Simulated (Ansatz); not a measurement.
SrF₂:
```cif
data_F2Sr
_chemical_formula_sum 'Sr1 F2'
_space_group_name_H-M_alt 'P 1'
_space_group_IT_number 1
_cell_length_a 4.09440
_cell_length_b 4.09440
_cell_length_c 4.09440
_cell_angle_alpha 60.000
_cell_angle_beta 60.000
_cell_angle_gamma 60.000
loop_
_space_group_symop_operation_xyz
  'x, y, z'
loop_
_atom_site_label
_atom_site_type_symbol
_atom_site_fract_x
_atom_site_fract_y
_atom_site_fract_z
_atom_site_occupancy
Sr1 Sr 0.00000 0.00000 0.00000 1
F1 F 0.25000 0.25000 0.25000 1
F2 F 0.75000 0.75000 0.75000 1
```

Relaxed with r²SCAN.

Problem. Give the optical modes at the zone centre with their infrared and Raman activity from DFPT, plane-wave PAW r²SCAN (Ansatz code).

Solution. Transverse frequencies, without the LO–TO term; a row sums one degenerate level.

| ω (cm⁻¹) | degeneracy | IR ((D/Å)²/amu) | Raman (Å⁴/amu) | activity | symmetry |
|---|---|---|---|---|---|
| 221 | 3 | 14.96 | 0 | IR | T1u |
| 289 | 3 | 0.00 | 2.2 | Raman | T2g |

Problem. How high does the top mode go among those that the LO–TO term moves?

Solution. 388 cm⁻¹ for q along x.

Space group Fm-3m (fluorite). The r²SCAN relaxation kept the symmetry of its start; phonons on a q-mesh show no instability.

Potentials: the later of the program's two PAW sets.
